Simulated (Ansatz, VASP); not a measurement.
## As: VASP beside Ansatz

Contents of INCAR:

```
SYSTEM = As
PREC = Accurate ; ENCUT = 520
EDIFF = 1E-7 ; ISMEAR = -1
SIGMA = 0.05 ; LREAL = .False.
LASPH = .True. ; NELM = 100
ALGO = Normal ; ISIF = 2
LWAVE = .False. ; LCHARG = .False.
NBANDS = 12
```

Contents of KPOINTS:

```
regular mesh
0
Gamma
  13 13 13
  0 0 0
```

File POSCAR:

```
As
1.0
    0.0000000000      2.5810624707      2.5810624707
    2.5810624707      0.0000000000      2.5810624707
    2.5810624707      2.5810624707      0.0000000000
As
2
Direct
   -0.1250000000     -0.1250000000     -0.1250000000
    0.1250000000      0.1250000000      0.1250000000
```

Input for Ansatz:

```yaml
crystal:
  lattice:
    - [0.0, 2.5810624707, 2.5810624707]
    - [2.5810624707, 0.0, 2.5810624707]
    - [2.5810624707, 2.5810624707, 0.0]
  atoms:
    - { symbol: As, position: [-0.125, -0.125, -0.125] }
    - { symbol: As, position: [0.125, 0.125, 0.125] }
kpoints:
  mp_grid: { grid: [13, 13, 13] }
scf:
  occupations: { method: fermi_dirac, width: 0.05 }
hamiltonian:
  xc: lda
  pseudopotentials: { kind: all_electron, lapw: { basis_error: 0.001 } }
output:
  forces: true
  stress: true
  eigenvalues: true
  populations: true
```

Change from the starting cell: volume scaled by 0.65, LAPW.

Alike in both runs: task single point; functional LDA; k mesh 13 × 13 × 13; occupations fermi-dirac, width 0.05 eV; no spin polarisation.

```csv
,VASP,Ansatz
version,VASP 6.6.1,Ansatz 0.2.0
potentials or method,"VASP PAW LDA potentials, release 64 (As)","all-electron LAPW, scalar-relativistic"
plane-wave cutoff (eV),520,see its input
```

Ansatz gave:

| Property | Result |
| --- | --- |
| pressure (GPa) | 52.2 |

Estimate VASP's values.

pressure (GPa): 54.1.

Ansatz ran all-electron here, so the differences hold the error of VASP's frozen core and of both bases.

Caveats: so large a pressure means that the cell lies far from this level's equilibrium, or that cutoff or potentials fall short (VASP).
